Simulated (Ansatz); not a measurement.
# ZnSnP2: a trial structure relaxed

Aim: relax ZnSnP2 from this start, structure listed in a database for this formula (I-42d, No. 122), and see where it ends.

Program: Ansatz 0.2.0. Level of theory: DFT PBE, scalar-relativistic, plane waves, PAW. These are calculated values, not measurements.

## (1) The system as given

Symmetry: I-42d, No. 122, tetragonal system. Conventional cell: a = 5.648 Å, b = 5.648 Å, c = 11.324 Å, α = 90.00°, β = 90.00°, γ = 90.00°. Zn (site symmetry -4) has 4 P at 2.38 Å in its first shell of neighbours. Around Sn (site symmetry -4) lie 4 P at 2.52 Å. Around P (site symmetry 2) lie 2 Zn at 2.38 Å and 2 Sn at 2.52 Å.

Structure file:

```cif
data_structure
_symmetry_space_group_name_H-M 'P 1'
_symmetry_Int_Tables_number 1
_cell_length_a 6.9287
_cell_length_b 6.9287
_cell_length_c 6.9287
_cell_angle_alpha 131.899
_cell_angle_beta 131.899
_cell_angle_gamma 70.389
_cell_volume 180.59
loop_
_atom_site_label
_atom_site_type_symbol
_atom_site_fract_x
_atom_site_fract_y
_atom_site_fract_z
_atom_site_occupancy
Zn1 Zn 0.75000 0.25000 0.50000 1
Zn2 Zn 0.00000 0.00000 0.00000 1
Sn1 Sn 0.25000 0.75000 0.50000 1
Sn2 Sn 0.50000 0.50000 0.00000 1
P1 P 0.37500 0.35362 0.47862 1
P2 P 0.64638 0.12500 0.02138 1
P3 P 0.10362 0.62500 0.97862 1
P4 P 0.87500 0.89638 0.52138 1
```

## (2) Quick check of gap, pressure and forces

File input.yaml:

```yaml
crystal:
  lattice:
    - [-2.823750704, 2.823750704, 5.6621699048]
    - [2.823750704, -2.823750704, 5.6621699048]
    - [2.823750704, 2.823750704, -5.6621699048]
  atoms:
    - { symbol: Zn, position: [0.75, 0.25, 0.5] }
    - { symbol: Zn, position: [0.0, 0.0, 0.0] }
    - { symbol: Sn, position: [0.25, 0.75, 0.5] }
    - { symbol: Sn, position: [0.5, 0.5, 0.0] }
    - { symbol: P, position: [0.375, 0.35362308, 0.47862308] }
    - { symbol: P, position: [0.64637692, 0.125, 0.02137692] }
    - { symbol: P, position: [0.10362308, 0.625, 0.97862308] }
    - { symbol: P, position: [0.875, 0.89637692, 0.52137692] }
basis:
  ecutwfc: 420
kpoints:
  mp_grid: { grid: [4, 4, 4] }
hamiltonian:
  xc: pbe
scf:
  occupations: { method: gaussian, width: 0.1 }
  lower_state_search: "off"
output:
  forces: true
  stress: true
  eigenvalues: true
```

Command:

```
$ ansatz run input.yaml --threads 1 --pin off --max-ram 2560MiB --backend cpu --events-out ev --progress --plain --runs-dir out
```

Standard output, cut to the lines that bear on the results:

```text
[...]
SCF converged after 7 iterations
Free energy (F): -21710.849519 eV
[...]
E sigma→0 (E₀):  -21710.849519 eV
Fermi energy:    7.725377 eV
[...]
--- Forces (eV/Å), atoms counted from 1 ---
  atom   1  Zn     0.00000000     0.00000000     0.00000000
  atom   2  Zn     0.00000000    -0.00000000     0.00000000
  atom   3  Sn     0.00000000     0.00000000    -0.00000000
  atom   4  Sn     0.00000000     0.00000000    -0.00000000
  atom   5  P     -0.10826172     0.00000000     0.00000000
  atom   6  P     -0.00000000     0.10826172     0.00000000
  atom   7  P      0.00000000    -0.10826172    -0.00000000
  atom   8  P      0.10826172     0.00000000     0.00000000
[...]
--- Stress (GPa, compression-positive) ---
        2.112199       0.000000       0.000000
        0.000000       2.112199       0.000000
        0.000000       0.000000       2.044937
  P = ⅓ Tr σ = 2.0898 GPa (20.898 kbar)
--- Band table (eV; the first three rows and the last of 13) ---
[...]
```

It took 12 s on 1 thread of Arm Neoverse V1, shared host; peak memory 0.43 GiB.

Read-out: pressure 2.1 GPa, largest force 0.11 eV/Å, gap on this mesh 0.84 eV. The gap decides the next run's mesh: 8×8×8 points and a smearing of 0.02 eV.

## (3) Full relaxation

input.yaml, as its differences from that of step 2:

```diff
@@ -17,3 +17,3 @@
 kpoints:
-  mp_grid: { grid: [4, 4, 4] }
+  mp_grid: { grid: [8, 8, 8] }
 hamiltonian:
@@ -21,4 +21,3 @@
 scf:
-  occupations: { method: gaussian, width: 0.1 }
-  lower_state_search: "off"
+  occupations: { method: gaussian, width: 0.02 }
 output:
@@ -27 +26,6 @@
   eigenvalues: true
+relax:
+  adjacent_minimum: "off"
+  f_tol: 0.01
+  max_steps: 80
+  cell: { stress_tol: 0.05 }
```

Command:

```
$ ansatz run input.yaml --threads 1 --pin off --max-ram 2560MiB --backend cpu --events-out ev --progress --plain --runs-dir out
```

Standard output:

```text
Warning: RAYON_NUM_THREADS=1 ignored (pool sized by the plan → 1); use --threads N
Engine: ansatz 0.2.0, aarch64-unknown-linux-gnu
Pseudopotentials: kind: paw
Pseudopotential: Zn, paw, valence charge 12, recommended cutoff 420 eV (normal), Zn.paw.azcp
Pseudopotential: Sn, paw, valence charge 14, recommended cutoff 420 eV (normal), Sn.paw.azcp
Pseudopotential: P, paw, valence charge 5, recommended cutoff 420 eV (normal), P.paw.azcp
Functional definition: PBE
  parameter kappa = 0.804
  parameter beta = 0.06672455060314922
  exchange = pbe_x(kappa = kappa, mu = beta*pi^2/3)
  correlation = pbe_c(beta = beta)
Crystal: 8 atoms, lattice volume = 180.591 Å³
Basis set: ecut = 420 eV, 3555 PW (Γ), exchange–correlation on 96×96×96 points (8 copies of the dense FFT grid, shifted against one another)
Bands: 44, of which v1, the nominal top of the filled ones, is band 36 counted from 1 (35 counted from 0)
Symmetry: 8 space group operations
Space group: I-42d (ITA 122), of the structure as read, at distance tolerance 5.7e-5 Å
k-points: 59 of 512 (time reversal used)
Non-local potential: Zn, projectors of the file, l = 0: 2, l = 1: 2, l = 2: 3, l = 3: 1
Non-local potential: Sn, projectors of the file, l = 0: 2, l = 1: 2, l = 2: 2, l = 3: 2
Non-local potential: P, projectors of the file, l = 0: 2, l = 1: 2, l = 2: 2
PAW form: soft (Blöchl's): semilocal exchange-correlation on the pseudo side does not see the compensation charge
PAW one-centre angular grid: Zn, 590 points (default); XC on 64 Gauss nodes
PAW one-centre angular grid: Sn, 590 points (default); XC on 64 Gauss nodes
PAW one-centre angular grid: P, 110 points (default); XC on 64 Gauss nodes
Initial density: superposition of atomic densities (neutral atoms: chi_scale 0, normalization atom), corrected by the library's trained network
Initial wavefunctions: pseudopotential atomic-orbital guess
Functional: x = pbe(κ = 0.804, μ = 0.2195149727645171), c = pbe(β = 0.06672455060314922)
SCF iter   1: F=—  HF=-21710.862927 eV  |F-HF|=—  |Δ(HF+E_count)|=         —  Δρ=6.77e-4  dr2=8.47e-4  ethr=1.77e-3  ⟨swp⟩=10.3  Hψ=13335  notcnv=0
preconditioner: auto → Resta (q_TF=auto, 2.341 Å⁻¹)  ε∞=4.1  [insulator: Δε(μ)=0.847 eV  Ē_g=13.271 eV  σ=0.020 eV  W_gap=1.00  n_scr=36 (ndim 8)  ℏωp=23.4 eV  f_vac=0.008  D(μ)=0.00/eV (n_scr^D=0)  ε∞_Penn≈4.1]
SCF iter   2: F=—  HF=-21710.861377 eV  |F-HF|=—  |Δ(HF+E_count)|=   1.55e-3  Δρ=5.03e-4  dr2=5.19e-4  ethr=1.18e-6  ⟨swp⟩=3.0  Hψ=6196  notcnv=0  defer=183
SCF iter   3: F=—  HF=-21710.861300 eV  |F-HF|=—  |Δ(HF+E_count)|=   7.69e-5  Δρ=3.09e-4  dr2=1.75e-4  ethr=7.21e-7  ⟨swp⟩=2.0  Hψ=4531  notcnv=0  defer=183
SCF iter   4: F=—  HF=-21710.861329 eV  |F-HF|=—  |Δ(HF+E_count)|=   2.86e-5  Δρ=1.25e-4  dr2=1.86e-5  ethr=2.43e-7  ⟨swp⟩=2.0  Hψ=4533  notcnv=0  defer=183
SCF iter   5: F=—  HF=-21710.861339 eV  |F-HF|=—  |Δ(HF+E_count)|=   9.57e-6  Δρ=6.72e-5  dr2=1.53e-5  ethr=2.58e-8  ⟨swp⟩=2.0  Hψ=4533  notcnv=0  defer=183
SCF iter   6: F=—  HF=-21710.861335 eV  |F-HF|=—  |Δ(HF+E_count)|=   3.70e-6  Δρ=2.54e-5  dr2=2.11e-6  ethr=2.12e-8  ⟨swp⟩=2.9  Hψ=4637  notcnv=0  defer=183
SCF iter   7: F=-21710.861334 eV  HF=-21710.861334 eV  |F-HF|=1.13e-8  |Δ(HF+E_count)|=   4.83e-7  Δρ=2.87e-6  dr2=2.00e-8  ethr=1.39e-10  ⟨swp⟩=11.2  Hψ=15289  notcnv=0
SCF 1 converged in 7 iterations: F = -21710.861334 eV  dr2 = 2.00e-8
relax step   1: F+E_penalty+E_count = -21710.86133448 eV  Δ(F+E_penalty+E_count) = +0.000e0 eV  max|allowed force component| = 1.137e-1 eV/Å  Δτ_max = 0.0000 Å  P = +2.109 GPa  Ω = 180.591 Å³  (7 SCF iters, dr2 threshold 1.00e-7 eV, accepted)
Crystal: 8 atoms, lattice volume = 185.767 Å³
Basis set: ecut = 420 eV, 3627 PW (Γ), exchange–correlation on 96×96×96 points (8 copies of the dense FFT grid, shifted against one another)
Initial density: handed on by an earlier stage of this run
Initial wavefunctions: those handed on with the density
iter 1 solved again at ethr=1.06e-5 eV; its pass at ethr=3.10e-3 eV (dr2=7.65e-3 eV) is discarded
SCF iter   1: F=—  HF=-21710.893729 eV  |F-HF|=—  |Δ(HF+E_count)|=         —  Δρ=1.71e-3  dr2=7.85e-3  ethr=1.06e-5  ⟨swp⟩=3.5  Hψ=14292  notcnv=0
preconditioner: auto → Resta (q_TF=auto, 2.330 Å⁻¹)  ε∞=4.1  [insulator: Δε(μ)=0.663 eV  Ē_g=13.158 eV  σ=0.020 eV  W_gap=1.00  n_scr=36 (ndim 8)  ℏωp=23.1 eV  f_vac=0.014  D(μ)=0.00/eV (n_scr^D=0)  ε∞_Penn≈4.1]
SCF iter   2: F=—  HF=-21710.892054 eV  |F-HF|=—  |Δ(HF+E_count)|=   1.67e-3  Δρ=7.97e-4  dr2=1.59e-3  ethr=1.06e-5  ⟨swp⟩=2.0  Hψ=4143  notcnv=0
SCF iter   3: F=—  HF=-21710.892092 eV  |F-HF|=—  |Δ(HF+E_count)|=   3.81e-5  Δρ=6.41e-4  dr2=5.09e-4  ethr=2.21e-6  ⟨swp⟩=2.0  Hψ=4061  notcnv=0
SCF iter   4: F=—  HF=-21710.891946 eV  |F-HF|=—  |Δ(HF+E_count)|=   1.46e-4  Δρ=1.75e-4  dr2=7.73e-5  ethr=7.07e-7  ⟨swp⟩=2.0  Hψ=3891  notcnv=0
SCF iter   5: F=—  HF=-21710.891995 eV  |F-HF|=—  |Δ(HF+E_count)|=   4.92e-5  Δρ=4.18e-5  dr2=4.79e-6  ethr=1.07e-7  ⟨swp⟩=2.0  Hψ=4126  notcnv=0
SCF iter   6: F=-21710.892003 eV  HF=-21710.892002 eV  |F-HF|=6.02e-7  |Δ(HF+E_count)|=   6.85e-6  Δρ=1.37e-5  dr2=2.91e-7  ethr=1.11e-9  ⟨swp⟩=8.8  Hψ=13269  notcnv=0
SCF 2 converged in 6 iterations: F = -21710.892003 eV  dr2 = 2.91e-7
relax step   2: F+E_penalty+E_count = -21710.89200270 eV  Δ(F+E_penalty+E_count) = -3.067e-2 eV  max|allowed force component| = 1.144e-1 eV/Å  Δτ_max = 0.0167 Å  P = -0.030 GPa  Ω = 185.767 Å³  energy of the carried Pulay correction = -1.662e-3 eV  (6 SCF iters, dr2 threshold 8.00e-7 eV, accepted)
Crystal: 8 atoms, lattice volume = 185.810 Å³
Basis set: ecut = 420 eV, 3635 PW (Γ), exchange–correlation on 96×96×96 points (8 copies of the dense FFT grid, shifted against one another)
iter 1 solved again at ethr=6.47e-7 eV; its pass at ethr=3.10e-3 eV (dr2=4.66e-4 eV) is discarded
SCF iter   1: F=—  HF=-21710.894787 eV  |F-HF|=—  |Δ(HF+E_count)|=         —  Δρ=5.58e-4  dr2=4.86e-4  ethr=6.47e-7  ⟨swp⟩=3.2  Hψ=13815  notcnv=0
preconditioner: auto → Resta (q_TF=auto, 2.330 Å⁻¹)  ε∞=4.1  [insulator: Δε(μ)=0.678 eV  Ē_g=13.154 eV  σ=0.020 eV  W_gap=1.00  n_scr=36 (ndim 8)  ℏωp=23.1 eV  f_vac=0.011  D(μ)=0.00/eV (n_scr^D=0)  ε∞_Penn≈4.1]
SCF iter   2: F=—  HF=-21710.894721 eV  |F-HF|=—  |Δ(HF+E_count)|=   6.58e-5  Δρ=2.66e-4  dr2=1.20e-4  ethr=6.47e-7  ⟨swp⟩=2.6  Hψ=3937  notcnv=0
SCF iter   3: F=—  HF=-21710.894727 eV  |F-HF|=—  |Δ(HF+E_count)|=   5.66e-6  Δρ=1.86e-4  dr2=3.60e-5  ethr=1.67e-7  ⟨swp⟩=2.0  Hψ=3887  notcnv=0
SCF iter   4: F=—  HF=-21710.894710 eV  |F-HF|=—  |Δ(HF+E_count)|=   1.74e-5  Δρ=3.07e-5  dr2=1.34e-6  ethr=5.00e-8  ⟨swp⟩=2.0  Hψ=3889  notcnv=0
SCF iter   5: F=-21710.894710 eV  HF=-21710.894710 eV  |F-HF|=2.14e-8  |Δ(HF+E_count)|=   5.24e-7  Δρ=7.19e-6  dr2=6.97e-8  ethr=1.11e-9  ⟨swp⟩=7.2  Hψ=11284  notcnv=0
SCF 3 converged in 5 iterations: F = -21710.894710 eV  dr2 = 6.97e-8
relax step   3: F+E_penalty+E_count = -21710.89471022 eV  Δ(F+E_penalty+E_count) = -2.708e-3 eV  max|allowed force component| = 1.740e-2 eV/Å  Δτ_max = 0.0098 Å  P = +0.023 GPa  Ω = 185.810 Å³  energy of the carried Pulay correction = -1.675e-3 eV  (5 SCF iters, dr2 threshold 8.00e-7 eV, accepted)
Crystal: 8 atoms, lattice volume = 185.898 Å³
iter 1 solved again at ethr=3.82e-8 eV; its pass at ethr=3.10e-3 eV (dr2=2.75e-5 eV) is discarded
SCF iter   1: F=—  HF=-21710.894799 eV  |F-HF|=—  |Δ(HF+E_count)|=         —  Δρ=1.31e-4  dr2=2.70e-5  ethr=3.82e-8  ⟨swp⟩=3.0  Hψ=13481  notcnv=0
preconditioner: auto → Resta (q_TF=auto, 2.329 Å⁻¹)  ε∞=4.1  [insulator: Δε(μ)=0.682 eV  Ē_g=13.153 eV  σ=0.020 eV  W_gap=1.00  n_scr=36 (ndim 8)  ℏωp=23.1 eV  f_vac=0.011  D(μ)=0.00/eV (n_scr^D=0)  ε∞_Penn≈4.1]
SCF iter   2: F=—  HF=-21710.894799 eV  |F-HF|=—  |Δ(HF+E_count)|=   5.41e-7  Δρ=6.33e-5  dr2=6.97e-6  ethr=3.75e-8  ⟨swp⟩=2.2  Hψ=3401  notcnv=0
SCF iter   3: F=—  HF=-21710.894791 eV  |F-HF|=—  |Δ(HF+E_count)|=   7.76e-6  Δρ=4.80e-5  dr2=2.41e-6  ethr=9.68e-9  ⟨swp⟩=2.0  Hψ=3887  notcnv=0
SCF iter   4: F=—  HF=-21710.894790 eV  |F-HF|=—  |Δ(HF+E_count)|=   1.14e-6  Δρ=7.71e-6  dr2=1.07e-7  ethr=3.34e-9  ⟨swp⟩=2.0  Hψ=3869  notcnv=0
SCF iter   5: F=-21710.894790 eV  HF=-21710.894790 eV  |F-HF|=7.86e-10  |Δ(HF+E_count)|=   5.30e-8  Δρ=2.18e-6  dr2=7.84e-9  ethr=2.63e-11  ⟨swp⟩=6.3  Hψ=11424  notcnv=0
SCF 4 converged in 5 iterations: F = -21710.894790 eV  dr2 = 7.84e-9
relax step   4: F+E_penalty+E_count = -21710.89478984 eV  Δ(F+E_penalty+E_count) = -7.961e-5 eV  max|allowed force component| = 3.588e-4 eV/Å  Δτ_max = 0.0021 Å  P = +0.007 GPa  Ω = 185.898 Å³  energy of the carried Pulay correction = -1.703e-3 eV  (5 SCF iters, dr2 threshold 1.89e-8 eV, accepted)
Initial wavefunctions: pseudopotential atomic-orbital guess (no wavefunctions were taken with the density)
iter 1 solved again at ethr=1.15e-6 eV; its pass at ethr=3.10e-3 eV (dr2=8.26e-4 eV) is discarded
SCF iter   1: F=—  HF=-21710.894487 eV  |F-HF|=—  |Δ(HF+E_count)|=         —  Δρ=2.14e-4  dr2=2.28e-6  ethr=1.15e-6  ⟨swp⟩=3.8  Hψ=19879  notcnv=0
eigensolver tolerance schedule: the retry pair's looser diagonalisation over-reported the residual by 361.65 of it (diagonalisation noise at 0.15 of the residual, at the tolerance the schedule requests for it); recorded, not acted on — ethr = c·dr2/N_el stays at c = 1.0e-1
preconditioner: auto → Resta (q_TF=auto, 2.329 Å⁻¹)  ε∞=4.1  [insulator: Δε(μ)=0.683 eV  Ē_g=13.153 eV  σ=0.020 eV  W_gap=1.00  n_scr=36 (ndim 8)  ℏωp=23.1 eV  f_vac=0.011  D(μ)=0.00/eV (n_scr^D=0)  ε∞_Penn≈4.1]
SCF iter   2: F=—  HF=-21710.896002 eV  |F-HF|=—  |Δ(HF+E_count)|=   1.51e-3  Δρ=1.14e-4  dr2=1.89e-6  ethr=3.16e-9  ⟨swp⟩=3.0  Hψ=5388  notcnv=0
SCF iter   3: F=—  HF=-21710.896436 eV  |F-HF|=—  |Δ(HF+E_count)|=   4.35e-4  Δρ=4.27e-5  dr2=9.79e-8  ethr=2.62e-9  ⟨swp⟩=2.0  Hψ=3818  notcnv=0
SCF iter   4: F=—  HF=-21710.896516 eV  |F-HF|=—  |Δ(HF+E_count)|=   7.98e-5  Δρ=2.04e-6  dr2=3.38e-9  ethr=1.36e-10  ⟨swp⟩=2.0  Hψ=4130  notcnv=0
SCF iter   5: F=—  HF=-21710.896516 eV  |F-HF|=—  |Δ(HF+E_count)|=   3.67e-8  Δρ=1.20e-6  dr2=1.08e-9  ethr=4.69e-12  ⟨swp⟩=2.1  Hψ=4724  notcnv=0
SCF iter   6: F=—  HF=-21710.896516 eV  |F-HF|=—  |Δ(HF+E_count)|=   2.97e-8  Δρ=3.66e-7  dr2=1.79e-10  ethr=1.50e-12  ⟨swp⟩=2.0  Hψ=4134  notcnv=0
SCF iter   7: F=-21710.896516 eV  HF=-21710.896516 eV  |F-HF|=6.55e-11  |Δ(HF+E_count)|=   2.95e-9  Δρ=1.13e-7  dr2=2.69e-11  ethr=1.00e-12  ⟨swp⟩=6.2  Hψ=10587  notcnv=0
SCF 5 converged in 7 iterations: F = -21710.896516 eV  dr2 = 2.69e-11
relax step   5: F+E_penalty+E_count = -21710.89651628 eV  Δ(F+E_penalty+E_count) = -1.726e-3 eV  max|allowed force component| = 3.073e-4 eV/Å  Δτ_max = 0.0000 Å  P = +0.010 GPa  Ω = 185.898 Å³  stress off target by 1.36e-2 GPa  SCF on the basis re-selected at this cell (its energy is not comparable with the rows above)  (7 SCF iters)
basis re-selected at this cell: Δ(F+E_penalty+E_count) = -1.726e-3 eV, ΔP = +0.003 GPa vs the last step (what re-selecting the basis moved, of the pressure what is left beyond the Pulay correction that the steps carried, after the strain that the cell walked since its last selection, with what the two solves' SCF thresholds leave and, on support functions, any second-order correction that the steps lacked; it is no measure of the basis error at this ecutwfc). This SCF's stress stands 1.36e-2 GPa from its target on what of the cell is left free (relax.cell.stress_tol is 5.00e-2 GPa) and its largest allowed force component is 3.07e-4 eV/Å (relax.f_tol is 1.00e-2 eV/Å): within both
SCF converged after 7 iterations
Free energy (F): -21710.896516 eV
Harris-Foulkes:  -21710.896516 eV  (|F-HF|=6.55e-11)
Internal energy: -21710.896516 eV  (E = F + TS)
E sigma→0 (E₀):  -21710.896516 eV
Fermi energy:    7.269476 eV
--- Per-component energies (eV) ---
  E_band       = -223.057309
  E_kinetic    = 913.077792
  E_local      = -6436.039669  (includes V_loc(G=0)·N_el)
  E_nonlocal   = 1295.405653
  E_hartree    = 3038.263329
  E_xc         = -1282.576173
  E_vxc        = -535.717411  (∫ρ·V_xc dr)
  E_paw        = -14207.375310  (= ΣΔE_a)
  E_vpaw       = -1536.309676  (= ΣTr[D̂ρ^β])
  E_aug_tail   = -0.000690  (compensation charges beyond the density's cutoff)
  E_ewald      = -5031.651449
  E_smearing   = -0.000000  (= −TS)
  E_closure    = 0.000000  (closes the sum)
  Σ components = -21710.896516   (vs F -21710.896516, Δ=0.00e0)
--- Forces (eV/Å), atoms counted from 1 ---
  atom   1  Zn     0.00000000     0.00000000    -0.00000000
  atom   2  Zn     0.00000000     0.00000000     0.00000000
  atom   3  Sn     0.00000000    -0.00000000     0.00000000
  atom   4  Sn     0.00000000    -0.00000000     0.00000000
  atom   5  P     -0.00030732     0.00000000     0.00000000
  atom   6  P     -0.00000000     0.00030732     0.00000000
  atom   7  P     -0.00000000    -0.00030732     0.00000000
  atom   8  P      0.00030732     0.00000000    -0.00000000
  max |Σ_I F_I| component: 2.78e-16 eV/Å
--- Stress (GPa, compression-positive) ---
        0.007451      -0.000000      -0.000000
        0.000000       0.007451       0.000000
       -0.000000       0.000000       0.013630
  P = ⅓ Tr σ = 0.0095 GPa (0.095 kbar)
--- Band table (eV; the first three rows and the last of 59) ---
  k-point 0: bands = ["-14.6034", "-14.6030", "-14.6030", "-14.5863", "-14.5759", "-14.5759", "-14.5471", "-14.5431", "-14.5386", "-14.5347", "-5.1828", "-2.9139", "-2.8912", "-2.8912", "-0.7864", "0.2102", "0.2107", "0.2107", "0.3050", "0.3227", "0.3801", "0.4621", "0.5223", "0.5474", "0.5474", "0.7405", "1.9803", "3.4623", "3.4623", "3.6024", "3.6598", "4.5244", "4.5244", "6.9258", "6.9279", "6.9279", "7.6106", "8.3911", "8.5543", "10.2710", "10.2710", "10.4163", "11.3190", "11.3190"]
  k-point 1: bands = ["-14.6044", "-14.6026", "-14.6007", "-14.5868", "-14.5770", "-14.5767", "-14.5464", "-14.5427", "-14.5387", "-14.5349", "-5.0799", "-3.0354", "-2.9988", "-2.9076", "-0.6739", "0.1108", "0.2108", "0.2121", "0.3301", "0.3443", "0.3757", "0.4030", "0.4606", "0.5375", "0.5662", "0.9091", "1.9900", "3.3153", "3.3218", "3.8258", "4.0569", "4.4641", "4.7122", "5.7657", "6.5825", "6.8760", "8.3970", "8.5492", "9.2556", "10.2307", "10.2861", "10.7385", "10.9907", "11.0935"]
  k-point 2: bands = ["-14.6044", "-14.6018", "-14.5974", "-14.5881", "-14.5797", "-14.5789", "-14.5445", "-14.5415", "-14.5389", "-14.5356", "-4.7858", "-3.3339", "-3.2214", "-2.9424", "-0.4377", "-0.0040", "0.2101", "0.2146", "0.3449", "0.3505", "0.3664", "0.3752", "0.4093", "0.5027", "0.5763", "0.9178", "1.8733", "3.1550", "3.8393", "4.0706", "4.2567", "4.5451", "5.0547", "5.2617", "5.7964", "6.7067", "8.7331", "8.8207", "9.8356", "10.3268", "10.4097", "10.7559", "10.8817", "11.3119"]
  k-point 58: bands = ["-14.6086", "-14.6086", "-14.5948", "-14.5948", "-14.5700", "-14.5700", "-14.5483", "-14.5483", "-14.5336", "-14.5336", "-4.3518", "-4.3518", "-2.9200", "-2.9200", "-0.1981", "-0.1981", "0.2418", "0.2418", "0.2762", "0.2762", "0.4265", "0.4265", "0.4336", "0.4336", "0.7615", "0.7615", "3.5667", "3.5667", "4.0704", "4.0704", "4.4033", "4.4033", "5.2985", "5.2985", "5.6246", "5.6246", "8.3124", "8.3124", "8.3822", "8.3822", "9.2394", "9.2394", "10.3592", "10.3592"]
--- Relaxed structure (4 steps of the walk, 4 accepted, 1 SCFs on fresh bases) ---
  F+E_penalty+E_count = -21710.89651628 eV   max|allowed force component| = 3.073e-4 eV/Å   (the final SCF, on the basis selected at the relaxed cell)
  cell:  # Å, volume = 185.8980 Å³
    - [-2.851172127163325, 2.851172127163325, 5.716995416048902]
    - [2.851172127163325, -2.851172127163325, 5.716995416048902]
    - [2.851172127163325, 2.851172127163325, -5.716995416048902]
  atoms:
    - { symbol: Zn, position: [0.75, 0.25000000000000006, 0.5] }
    - { symbol: Zn, position: [-1.5129322847584089e-34, 3.83958176955805e-20, 3.839581769558037e-20] }
    - { symbol: Sn, position: [0.25000000000000006, 0.75, 0.5] }
    - { symbol: Sn, position: [0.5000000000000001, 0.5000000000000001, 3.8395817695577735e-20] }
    - { symbol: P, position: [0.375, 0.3527859575041309, 0.4777859575041309] }
    - { symbol: P, position: [0.6472140424958692, 0.1250000000000001, 0.022214042495869113] }
    - { symbol: P, position: [0.1027859575041308, 0.6249999999999999, 0.9777859575041309] }
    - { symbol: P, position: [0.8750000000000002, 0.8972140424958692, 0.5222140424958691] }
```

Wall time 5.2 min (1 thread of Arm Neoverse V1, shared host); peak memory 0.66 GiB.

The steps of the relaxation:

```
step  E - E(step 1) (eV/cell)  largest force component (eV/Å)  pressure (GPa)  volume (Å³)
   1                   0.0000                          0.1137            2.11       180.59
   2                  -0.0307                          0.1144           -0.03       185.77
   3                  -0.0334                          0.0174            0.02       185.81
   4                  -0.0335                          0.0004            0.01       185.90
   5                  -0.0352                          0.0003            0.01       185.90
```

Step 1 is the start. Step 5 repeats the geometry before it on a plane-wave basis chosen anew for that cell, so its energy need not be comparable with the rows above.

Lengths and angles in the start's conventional setting:

|  | before | after | change |
| --- | --- | --- | --- |
| a (Å) | 5.648 | 5.702 | +1.0 % |
| b (Å) | 5.648 | 5.702 | +1.0 % |
| c (Å) | 11.324 | 11.434 | +1.0 % |
| volume (Å³/atom) | 22.57 | 23.24 | +2.9 % |
| shortest distance (Å) | 2.380 | 2.400 | +0.9 % |
| space group (0.01 Å) | I-42d | I-42d | same |

The run keeps the 8 symmetry operations of the start, so it could not have lowered the symmetry.

## (4) Results

Formation energies count from the elements, computed with the same settings in runs not shown here.

```
                          quantity                                                                       value
               cell (conventional)  a = 5.702 Å, b = 5.702 Å, c = 11.434 Å, α = 90.00°, β = 90.00°, γ = 90.00°
                       space group                                                             I-42d (No. 122)
                            volume                                                               23.24 Å³/atom
                   gap on the mesh                                                                     0.68 eV
formation energy from the elements                                                              -0.214 eV/atom
```

What this shows: The space group stayed I-42d, and from the first guess the volume went from 22.57 to 23.24 Å³/atom. With -0.21 eV/atom it lies under the elements, which doesn't yet make it stable against other compounds of them.

The gaps are Kohn-Sham values of a semilocal functional, not quasiparticle or optical gaps. Such gaps usually fall short of the measured ones. Spin-orbit coupling is left out, though the cell holds Sn; it can move the gap.
